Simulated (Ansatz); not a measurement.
Runs of Ansatz 0.2.0 on EuS. It takes space group Fm-3m (No. 225, cubic). Conventional cell: a = 5.957 Å, b = 5.957 Å, c = 5.957 Å, α = 90.00°, β = 90.00°, γ = 90.00°. Eu (site symmetry m-3m) has 6 S at 2.98 Å as nearest neighbours. Around S (site symmetry m-3m) lie 6 Eu at 2.98 Å. 

```csv
task,level,cell,gap on the mesh (eV),pressure (GPa),moment (μB),relaxed volume (Å³/atom)
relaxation of cell and atoms,PBEsol+D4,relaxed,-,0.0,6.90,(b)
relaxation of cell and atoms,PBEsol+D3(BJ),relaxed,-,0.0,6.88,22.44
single point,PBE,as given,none,-2.5,6.98,-
single point,PBE,"atoms moved at random, drawn with an rms of 0.05 Å",none,-2.5,6.98,-
relaxation of cell and atoms,PBE+D4,relaxed,none,0.0,6.95,(a)
```

Alike in all rows: potentials or basis Ansatz PAW; spin collinear, ferromagnetic start; k mesh 8 × 8 × 8; cutoff (eV) 420; smearing fermi-dirac 0.05 eV.

Problem. Estimate the missing entries.

Solution. (a) 24.06; (b) 22.96.

Caveats: spin-orbit coupling is left out, which moves the levels of the heavy elements; a cell with one magnetic atom can't hold antiferromagnetic order, which such compounds often take; without U or exact exchange the open f shell lies at the Fermi level, which spoils levels, moments and volumes; the plane-wave basis is chosen anew once the cell has moved, so the energies of steps on either side of that aren't comparable (some runs); the PAW data sets come from PBE, with cores solved anew for the run's functional, which leaves a small shift of forces and pressure (some runs); the volume moved by -13 % from the deposited cell, more than functionals usually miss (some runs); the volume moved by over 15 % at a fixed basis, so the end points are rough (some runs).

A k mesh can miss the band edges, and the runs leave out spin-orbit coupling on Eu.

A gap of «none» marks a metal or a gap under the smearing width.
